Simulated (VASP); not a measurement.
# BN (F-43m) in VASP: settings compared

One crystal, BN, is run at these levels: HSE06, PBE0, PBE; tasks: band structure, G0W0 quasiparticle levels, evGW0 quasiparticle levels.

All numbers are computed with VASP 6.6.1; they aren't measurements. Logs are shortened: lines on timing, memory, paths and dates and some standing lists are left out, and cuts for length are marked.

**What was measured.**

A printed reference work, monograph reports, for a bulk crystal of BN at 300 K: band gap 6.4 eV (indirect).

The runs below are set against these values where they give the same quantity.

### 1 The structure

Symmetry: F-43m, No. 216, cubic system. Conventional cell: a = 3.626 Å, b = 3.626 Å, c = 3.626 Å, α = 90.00°, β = 90.00°, γ = 90.00°. Around N (site symmetry -43m) lie 4 B at 1.57 Å. B (site symmetry -43m) is surrounded by 4 N at 1.57 Å.

The cell is a database's computed one.

### 2 Band structure, HSE06

The input, POSCAR:

```
BN
1.0
    0.0000000000      1.8130010000      1.8130010000
    1.8130010000      0.0000000000      1.8130010000
    1.8130010000      1.8130010000      0.0000000000
N B
1 1
Direct
    0.2500000000      0.2500000000      0.2500000000
    0.0000000000      0.0000000000      0.0000000000
```

The input, INCAR.step1:

```
SYSTEM = BN
PREC = Accurate
ENCUT = 520
EDIFF = 1E-5
ISMEAR = 0
SIGMA = 0.02
LREAL = .FALSE.
LASPH = .TRUE.
NELM = 100
ALGO = Normal
ISIF = 2
LWAVE = .TRUE.
LCHARG = .FALSE.
GGA = PE
```

The input, INCAR.step2:

```
SYSTEM = BN
PREC = Accurate
ENCUT = 520
EDIFF = 1E-7
ISMEAR = 0
SIGMA = 0.02
LREAL = .FALSE.
LASPH = .TRUE.
NELM = 100
ALGO = Normal
ISIF = 2
LWAVE = .FALSE.
LCHARG = .FALSE.
GGA = PE
LHFCALC = .TRUE.
HFSCREEN = 0.2
PRECFOCK = Fast
ISTART = 1
```

The input, KPOINTS:

```
regular mesh
0
G
  8 8 8
  0 0 0
```

The input, KPOINTS_OPT:

```
path GXWKGLUWLK,UX
10
line-mode
reciprocal
 0.0000000000  0.0000000000  0.0000000000  G
 0.5000000000  0.0000000000  0.5000000000  X

 0.5000000000  0.0000000000  0.5000000000  X
 0.5000000000  0.2500000000  0.7500000000  W

 0.5000000000  0.2500000000  0.7500000000  W
 0.3750000000  0.3750000000  0.7500000000  K

 0.3750000000  0.3750000000  0.7500000000  K
 0.0000000000  0.0000000000  0.0000000000  G

 0.0000000000  0.0000000000  0.0000000000  G
 0.5000000000  0.5000000000  0.5000000000  L

 0.5000000000  0.5000000000  0.5000000000  L
 0.6250000000  0.2500000000  0.6250000000  U

 0.6250000000  0.2500000000  0.6250000000  U
 0.5000000000  0.2500000000  0.7500000000  W

 0.5000000000  0.2500000000  0.7500000000  W
 0.5000000000  0.5000000000  0.5000000000  L

 0.5000000000  0.5000000000  0.5000000000  L
 0.3750000000  0.3750000000  0.7500000000  K

 0.6250000000  0.2500000000  0.6250000000  U
 0.5000000000  0.0000000000  0.5000000000  X
```

Potentials or basis: VASP PAW PBE potentials, release 64 (N, B).

The run is started by

```bash
cat potpaw_PBE.64/N/POTCAR potpaw_PBE.64/B/POTCAR > POTCAR
cp INCAR.step1 INCAR
mpirun -np 1 vasp_std > vasp.out
cp INCAR.step2 INCAR
mpirun -np 1 vasp_std > vasp.out
```

OUTCAR:

```text
SYSTEM = BN
   PREC = Accurate
   ENCUT = 520
   EDIFF = 1E-7
   ISMEAR = 0
   LREAL = .FALSE.
   LASPH = .TRUE.
   NELM = 100
   ISIF = 2
   GGA = PE
   LHFCALC = .TRUE.
   HFSCREEN = 0.2
   PRECFOCK = Fast
   ISTART = 1

 ion  position               nearest neighbor table
   1  0.250  0.250  0.250-   2 1.57   2 1.57   2 1.57   2 1.57
   2  0.000  0.000  0.000-   1 1.57   1 1.57   1 1.57   1 1.57

  LATTYP: Found a face centered cubic cell.
 ALAT       =     3.6260020000

  Lattice vectors:

 A1 = (   0.0000000000,   1.8130010000,   1.8130010000)
 A2 = (   1.8130010000,   0.0000000000,   1.8130010000)
 A3 = (   1.8130010000,   1.8130010000,   0.0000000000)

Analysis of symmetry for initial positions (statically):
=====================================================================
 Subroutine PRICEL returns:
 Original cell was already a primitive cell.

 Routine SETGRP: Setting up the symmetry group for a
 face centered cubic supercell.

 Subroutine GETGRP returns: Found 24 space group operations
 (whereof 24 operations were pure point group operations)
 out of a pool of 48 trial point group operations.

The static configuration has the point symmetry T_d .

Analysis of symmetry for dynamics (positions and initial velocities):
=====================================================================
 Subroutine PRICEL returns:
 Original cell was already a primitive cell.

 Routine SETGRP: Setting up the symmetry group for a
 face centered cubic supercell.

 Subroutine GETGRP returns: Found 24 space group operations
 (whereof 24 operations were pure point group operations)
 out of a pool of 48 trial point group operations.

The dynamic configuration has the point symmetry T_d .

 Subroutine INISYM returns: Found 24 space group operations
 (whereof 24 operations are pure point group operations),
 and found     1 'primitive' translations

----------------------------------------------------------------------------------------

                                     Primitive cell

  volume of cell :      11.9186

  direct lattice vectors                    reciprocal lattice vectors
     0.000000000  1.813001000  1.813001000    -0.275785838  0.275785838  0.275785838
     1.813001000  0.000000000  1.813001000     0.275785838 -0.275785838  0.275785838
     1.813001000  1.813001000  0.000000000     0.275785838  0.275785838 -0.275785838

  length of vectors
     2.563970603  2.563970603  2.563970603     0.477675083  0.477675083  0.477675083

  position of ions in fractional coordinates (direct lattice)
     0.250000000  0.250000000  0.250000000
     0.000000000  0.000000000  0.000000000

  ion indices of the primitive-cell ions
   primitive index   ion index
                 1           1
                 2           2

----------------------------------------------------------------------------------------

 KPOINTS: regular mesh

Automatic generation of k-mesh.
 Grid dimensions read from file:
 generate k-points for:    8    8    8

 Generating k-lattice:

  Cartesian coordinates                     Fractional coordinates (reciprocal lattice)
    -0.034473230  0.034473230  0.034473230     0.125000000  0.000000000  0.000000000
     0.034473230 -0.034473230  0.034473230     0.000000000  0.125000000  0.000000000
     0.034473230  0.034473230 -0.034473230     0.000000000  0.000000000  0.125000000

  Length of vectors
     0.059709385  0.059709385  0.059709385

  Shift w.r.t. Gamma in fractional coordinates (k-lattice)
     0.000000000  0.000000000  0.000000000

 Subroutine IBZKPT returns following result:
 ===========================================

 Found     29 irreducible k-points:

 Following reciprocal coordinates:
            Coordinates               Weight
  0.000000  0.000000  0.000000      1.000000
  0.125000  0.000000  0.000000      8.000000
  0.250000  0.000000  0.000000      8.000000
  0.375000  0.000000  0.000000      8.000000
  0.500000  0.000000  0.000000      4.000000
  0.125000  0.125000  0.000000      6.000000
[... 16 lines left out ...]
  0.500000  0.250000  0.125000     48.000000
 -0.375000  0.250000  0.125000     24.000000
 [... further k-points ...]
   k-points           NKPTS =     29   k-points in BZ     NKDIM =    512   number of bands    NBANDS=      8
   number of dos      NEDOS =    301   number of ions     NIONS =      2
   total plane-waves  NPLWV =   8000
   dimension x,y,z NGX =    20 NGY =   20 NGZ =   20
   dimension x,y,z NGXF=    40 NGYF=   40 NGZF=   40
   ions per type =               1   1
   NGX,Y,Z   is equivalent  to a cutoff of  12.97, 12.97, 12.97 a.u.
   NGXF,Y,Z  is equivalent  to a cutoff of  25.94, 25.94, 25.94 a.u.
 SYSTEM =  BN
   PREC   = accura    normal or accurate (medium, high low for compatibility)
   ISTART =      1    job   : 0-new  1-cont  2-samecut
   ICHARG =      0    charge: 1-file 2-atom 10-const
   ISPIN  =      1    spin polarized calculation?
   LNONCOLLINEAR =      F non collinear calculations
   LSORBIT =      F    spin-orbit coupling
   LASPH  =      T    aspherical Exc in radial PAW
   ENCUT  =  520.0 eV  38.22 Ry    6.18 a.u.   4.77  4.77  4.77*2*pi/ulx,y,z
   NELM   =    100;   NELMIN=  2; NELMDL=  0     # of ELM steps
   EDIFF  = 0.1E-06   stopping-criterion for ELM
   LREAL  =      F    real-space projection
   EDIFFG = 0.1E-05   stopping-criterion for IOM
   NSW    =      0    number of steps for IOM
   IBRION =     -1    ionic relax: 0-MD 1-quasi-New 2-CG
   NFREE  =      0    steps in history (QN), initial steepest desc. (CG)
   ISIF   =      2    stress and relaxation
   ISYM   =      3    0-nonsym 1-usesym 2-fastsym
   POTIM  = 0.5000    time-step for ionic-motion
   TEBEG  =    0.0;   TEEND  =   0.0 temperature during run
   PSTRESS=    0.0 pullay stress
   NELECT =       8.0000    total number of electrons
   NUPDOWN=      -1.0000    fix difference up-down
   EMIN   =  10.00;   EMAX   =-10.00  energy-range for DOS
   EFERMI =   0.00;   METHOD = LEGACY
   ISMEAR =     0;   SIGMA  =   0.02  broadening in eV -4-tet -1-fermi 0-gaus
   EFERMI_NEDOS =   21; number of points for ismear=-14 and -15
   IALGO  =     38    algorithm
   IMIX   =      1    mixing-type and parameters
     AMIX     =   0.40;   BMIX     =  1.00
     AMIX_MAG =   1.60;   BMIX_MAG =  1.00
  volume/ion in A,a.u.               =       5.96        40.22
  Fermi-wavevector in a.u.,A,eV,Ry     =   1.433387  2.708709 27.954506  2.054598
  Thomas-Fermi vector in A             =   2.552911
   LORBIT       =      0    0 simple, 1 ext, 2 COOP (PROOUT), +10 PAW based schemes
   GGA     = PE    functional components
   LHFCALC =     T    Hartree Fock is set to
   PRECFOCK=fast      Normal, Fast or Accurate (Low or Medium for compatibility)
   ENCUT4O =  -1.0   cutoff for four orbital integrals eV
   NKREDX  =     1    reduce k-point grid by
   NKREDY  =     1    reduce k-point grid by
   NKREDZ  =     1    reduce k-point grid by
   AEXX    =    0.2500 exact exchange contribution
   HFSCREEN=    0.2000 screening length (either q_TF or 0.3 A-1)
   HFSCREENC=   0.2000 screening length for correlation (either q_TF or 0.3 A-1)
   ENCUTFOCK=  -1.0 apply spherical cutoff to Coloumb kernel
   IVDW    =     0    specifies the selected vdW correction
   LEPSILON=     F    determine dielectric tensor
   LRPA    =     F    only Hartree local field effects (RPA)
 non-spin polarized calculation
 Gauss-broadening in eV      SIGMA  =   0.02
  energy-cutoff  :      520.00
  volume of cell :       11.92
 maximum number of plane-waves:       332
  NGX = 12; NGY = 12; NGZ = 12

 number of electron       7.9999999 magnetization

 Free energy of the ion-electron system (eV)
  ---------------------------------------------------
  ext. energy  EPLUGINS =         0.00000000
  ---------------------------------------------------
  free energy    TOTEN  =       -20.35626378 eV

  energy without entropy =      -20.35626378  energy(sigma->0) =      -20.35626378

 E-fermi :   6.5586     XC(G=0): -10.4405

 val. band max:        6.4225174847   @ k =   0.0000   0.0000   0.0000
 cond. band min:      12.2066360803   @ k =   0.5000   0.5000   0.0000
 fundamental gap:      5.7841185956
 Fermi energy:         6.5586083942

 k-point     1 :       0.0000    0.0000    0.0000
  band No.  band energies     occupation
      1     -15.5792      2.00000
      2       6.4225      2.00000
      3       6.4225      2.00000
      4       6.4225      2.00000
      5      16.9513      0.00000
      6      16.9513      0.00000
      7      16.9513      0.00000
      8      18.4186      0.00000

 k-point     2 :       0.1250    0.0000    0.0000
  band No.  band energies     occupation
      1     -15.1738      2.00000
      2       4.4098      2.00000
      3       6.0209      2.00000
      4       6.0209      2.00000
      5      17.2691      0.00000
      6      17.5595      0.00000
      7      17.5595      0.00000
      8      19.7410      0.00000

 k-point     3 :       0.2500    0.0000    0.0000
  band No.  band energies     occupation
      1     -13.9983      2.00000
      2       0.4984      2.00000
      3       5.2192      2.00000
      4       5.2192      2.00000
      5      17.6919      0.00000
      6      18.5635      0.00000
      7      18.5635      0.00000
      8      21.9695      0.00000
[... 210 lines left out ...]
 k-point    23 :       0.5000    0.2500    0.1250
  band No.  band energies     occupation
      1     -11.3856      2.00000
      2      -2.4770      2.00000
      3       1.2943      2.00000
      4       3.2663      2.00000
      5      17.4477      0.00000
      6      19.5414      0.00000
      7      22.1401      0.00000
      8      23.0900      0.00000

 k-point    24 :      -0.3750    0.2500    0.1250
  band No.  band energies     occupation
      1     -10.3514      2.00000
      2      -4.0434      2.00000
      3       1.2004      2.00000
      4       2.7339      2.00000
      5      17.6327      0.00000
      6      19.3396      0.00000
      7      22.8646      0.00000
      8      24.3533      0.00000

 [... further k-points ...]

------------------------ aborting loop because EDIFF is reached ----------------------------------------

  FORCE on cell =-STRESS in cart. coord.  units (eV):
  Direction    XX          YY          ZZ          XY          YZ          ZX
  --------------------------------------------------------------------------------------
  -------------------------------------------------------------------------------------
  Total       -0.6779948     -0.6779948     -0.6779948     -0.0000000      0.0000000      0.0000000
  in kB      -91.1407974    -91.1407974    -91.1407974     -0.0000000      0.0000000      0.0000000
  external PRESSURE =     -91.1407974 kB  Pullay stress =       0.0000000 kB

 VOLUME and BASIS-vectors are now :
 -----------------------------------------------------------------------------
  energy-cutoff  :      520.00
  volume of cell :       11.92
      direct lattice vectors                 reciprocal lattice vectors
     0.000000000  1.813001000  1.813001000    -0.275785838  0.275785838  0.275785838
     1.813001000  0.000000000  1.813001000     0.275785838 -0.275785838  0.275785838
     1.813001000  1.813001000  0.000000000     0.275785838  0.275785838 -0.275785838

 POSITION                                       TOTAL-FORCE (eV/Angst)
 -----------------------------------------------------------------------------------
      0.90650      0.90650      0.90650         0.000000      0.000000      0.000000
      0.00000      0.00000      0.00000        -0.000000     -0.000000     -0.000000
 -----------------------------------------------------------------------------------
    total drift:                                0.000001     -0.000001      0.000000

  FREE ENERGIE OF THE ION-ELECTRON SYSTEM (eV)
  ---------------------------------------------------
  free  energy   TOTEN  =       -20.3562637812 eV

  energy  without entropy=      -20.3562637812  energy(sigma->0) =      -20.35626378
```

It took 16 min on 1 thread of Intel Xeon Platinum 8259CL at 2.50GHz (Skylake/Cascade Lake), shared host; peak memory 0.25 GiB.

Results:

- Free energy: -20.3563 eV
- Pressure: -9.1 GPa
- Band gap on the k mesh: 5.78 eV, indirect (least direct gap 10.53 eV)
- Band gap along the path: 5.78 eV, indirect (least direct gap 10.53 eV)

Levels at the corners of the path, in eV from the valence-band top:
| point | band 1 | band 2 | band 3 | band 4 | band 5 | band 6 | band 7 | band 8 |
| --- | --- | --- | --- | --- | --- | --- | --- | --- |
| Γ | -22.00 | 0.00 | 0.00 | 0.00 | 10.53 | 10.53 | 10.53 | 12.00 |
| X | -16.05 | -9.71 | -5.27 | -5.27 | 5.78 | 10.70 | 20.33 | 20.33 |
| X | -16.05 | -9.71 | -5.27 | -5.27 | 5.78 | 10.70 | 20.33 | 20.33 |
| W | -15.74 | -8.30 | -7.47 | -6.92 | 11.21 | 15.28 | 16.25 | 16.72 |
| W | -15.74 | -8.30 | -7.47 | -6.92 | 11.21 | 15.28 | 16.25 | 16.72 |
| K | -15.98 | -8.86 | -8.19 | -4.38 | 8.35 | 14.65 | 18.05 | 18.92 |
| K | -15.98 | -8.86 | -8.19 | -4.38 | 8.35 | 14.65 | 18.05 | 18.92 |
| Γ | -22.00 | 0.00 | 0.00 | 0.00 | 10.53 | 10.53 | 10.53 | 12.00 |
| Γ | -22.00 | 0.00 | 0.00 | 0.00 | 10.53 | 10.53 | 10.53 | 12.00 |
| L | -17.52 | -11.55 | -2.09 | -2.09 | 11.74 | 12.48 | 12.48 | 17.30 |
| L | -17.52 | -11.55 | -2.09 | -2.09 | 11.74 | 12.48 | 12.48 | 17.30 |
| U | -15.98 | -8.86 | -8.19 | -4.38 | 8.35 | 14.65 | 18.05 | 18.92 |
| U | -15.98 | -8.86 | -8.19 | -4.38 | 8.35 | 14.65 | 18.05 | 18.93 |
| W | -15.74 | -8.30 | -7.47 | -6.92 | 11.21 | 15.28 | 16.25 | 16.72 |
| W | -15.74 | -8.30 | -7.47 | -6.92 | 11.21 | 15.28 | 16.25 | 16.72 |
| L | -17.52 | -11.55 | -2.09 | -2.09 | 11.74 | 12.48 | 12.48 | 17.30 |
| L | -17.52 | -11.55 | -2.09 | -2.09 | 11.74 | 12.48 | 12.48 | 17.30 |
| K | -15.98 | -8.86 | -8.19 | -4.38 | 8.35 | 14.65 | 18.05 | 18.93 |
| U | -15.98 | -8.86 | -8.19 | -4.38 | 8.35 | 14.65 | 18.05 | 18.92 |
| X | -16.05 | -9.71 | -5.27 | -5.27 | 5.78 | 10.70 | 20.33 | 20.33 |

Caveat: the PAW data sets were made with another functional, which shifts forces and pressure a little.

### 3 Band structure, PBE0

POSCAR is that of step 2.

The input, INCAR.step1:

```
SYSTEM = BN
  PREC = Accurate
  ENCUT = 520
  EDIFF = 1E-5
  ISMEAR = 0
  SIGMA = 0.02
  LREAL = .FALSE.
  LASPH = .TRUE.
  NELM = 80
  ALGO = Normal
  ISIF = 2
  LWAVE = .TRUE.
  LCHARG = .FALSE.
  NBANDS = 11
  GGA = PE
```

The input, INCAR.step2:

```
SYSTEM = BN
  PREC = Accurate
  ENCUT = 520
  EDIFF = 1E-6
  ISMEAR = 0
  SIGMA = 0.02
  LREAL = .FALSE.
  LASPH = .TRUE.
  NELM = 80
  ALGO = Normal
  ISIF = 2
  LWAVE = .FALSE.
  LCHARG = .FALSE.
  GGA = PE
  LHFCALC = .TRUE.
  AEXX = 0.25
  PRECFOCK = Fast
  HFRCUT = -1
  NBANDS = 11
  ISTART = 1
```

KPOINTS is that of step 2.

KPOINTS_OPT: that of step 2 with these lines changed.

```diff
@@ -1,3 +1,3 @@
 path GXWKGLUWLK,UX
-10
+8
 line-mode
```

Potentials or basis: VASP PAW PBE potentials, release 64 (N, B).

The run is started by

```bash
cat potpaw_PBE.64/N/POTCAR potpaw_PBE.64/B/POTCAR > POTCAR
cp INCAR.step1 INCAR
mpirun -np 1 vasp_std > vasp.out
cp INCAR.step2 INCAR
mpirun -np 1 vasp_std > vasp.out
```

Run time: 7.6 min. Hardware: 1 thread of Intel Xeon Platinum 8488C (Sapphire Rapids), shared host; peak memory 0.16 GiB.

Results (log left out):

| Property | Result |
| --- | --- |
| Free energy | -21.2696 eV |
| Pressure | -9.0 GPa |
| Band gap on the k mesh | 6.53 eV, indirect (least direct gap 11.27 eV) |
| Band gap along the path | 6.53 eV, indirect (least direct gap 11.27 eV) |

Levels at the corners of the path, in eV from the valence-band top:
```tsv
point	band 1	band 2	band 3	band 4	band 5	band 6	band 7	band 8	band 9
Γ	-22.03	0.00	0.00	0.00	11.27	11.27	11.27	12.75	27.34
X	-16.08	-9.74	-5.28	-5.28	6.53	11.45	21.10	21.10	23.87
X	-16.08	-9.74	-5.28	-5.28	6.53	11.45	21.10	21.10	23.87
W	-15.77	-8.34	-7.50	-6.95	11.97	16.04	17.01	17.49	22.39
W	-15.77	-8.34	-7.50	-6.95	11.97	16.04	17.01	17.49	22.39
K	-16.01	-8.90	-8.22	-4.39	9.10	15.41	18.81	19.69	21.52
K	-16.01	-8.90	-8.22	-4.39	9.10	15.41	18.81	19.69	21.52
Γ	-22.03	0.00	0.00	0.00	11.27	11.27	11.27	12.75	27.34
Γ	-22.03	0.00	0.00	0.00	11.27	11.27	11.27	12.75	27.34
L	-17.55	-11.58	-2.10	-2.10	12.49	13.23	13.23	18.07	26.20
L	-17.55	-11.58	-2.10	-2.10	12.49	13.23	13.23	18.07	26.20
U	-16.01	-8.90	-8.22	-4.39	9.10	15.41	18.81	19.69	21.52
U	-16.01	-8.90	-8.22	-4.39	9.10	15.41	18.81	19.69	21.52
W	-15.77	-8.34	-7.50	-6.95	11.97	16.04	17.01	17.49	22.39
W	-15.77	-8.34	-7.50	-6.95	11.97	16.04	17.01	17.49	22.39
L	-17.55	-11.58	-2.10	-2.10	12.49	13.23	13.23	18.07	26.20
L	-17.55	-11.58	-2.10	-2.10	12.49	13.23	13.23	18.07	26.20
K	-16.01	-8.90	-8.22	-4.39	9.10	15.41	18.81	19.69	21.52
U	-16.01	-8.90	-8.22	-4.39	9.10	15.41	18.81	19.69	21.52
X	-16.08	-9.74	-5.28	-5.28	6.53	11.45	21.10	21.10	23.87
```

Caveat: the PAW data sets were made with another functional, which shifts forces and pressure a little.

(Part 1 of 3 ends here.)
